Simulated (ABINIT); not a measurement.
The system is BaTiO3.

```xyz
5
Lattice="4.0060 0.0000 0.0000 0.0000 4.0060 0.0000 0.0000 0.0000 4.0060" Properties=species:S:1:pos:R:3 pbc="T T T"
Ba    2.0030    2.0030    2.0030
Ti    0.0000    0.0000    0.0000
O     0.0000    0.0000    2.0030
O     0.0000    2.0030    0.0000
O     2.0030    0.0000    0.0000
```

| Quantity | Value |
| --- | --- |
| Program | ABINIT 10.8.3 (patched build) |
| Task | relaxation of cell and atoms |
| Functional | LDA |
| Potentials or basis | PseudoDojo NC SR LDA v0.4.1 standard |
| Cutoff | 1143 eV |
| k mesh | 5 × 5 × 5 |
| Occupations | fermi-dirac, width 0.05 eV |
| Spin | no spin polarisation |

At the start: pressure -8.9 GPa; volume 12.86 Å³/atom.

**Question.** Where does the relaxation end?

**Answer.** Over 5 steps the energy falls by 18.9 meV/atom and the volume is 12.21 Å³/atom (-5.0 %); space group Pm-3m (No. 221, to 0.05 Å).

The path:
```csv
step,energy change (eV),largest force (eV/Å),pressure (GPa),volume (Å³)
1,0.0000,0.0000,-8.95,64.29
2,-0.0734,0.0000,-4.43,62.54
3,-0.0942,0.0000,0.36,60.95
4,-0.0943,0.0000,-0.01,61.07
5,-0.0943,0.0000,0.00,61.07
```

Final structure:
```
CELL_PARAMETERS angstrom
3.93795 0.00000 0.00000
0.00000 3.93795 0.00000
0.00000 0.00000 3.93795
ATOMIC_POSITIONS crystal
Ba 0.50000 0.50000 0.50000
Ti 0.00000 0.00000 0.00000
O 0.00000 0.00000 0.50000
O 0.00000 0.50000 0.00000
O 0.50000 0.00000 0.00000
```

Caveat: this set's barium file shifts pressures by 1 GPa against other sets; this release of the barium file is off.
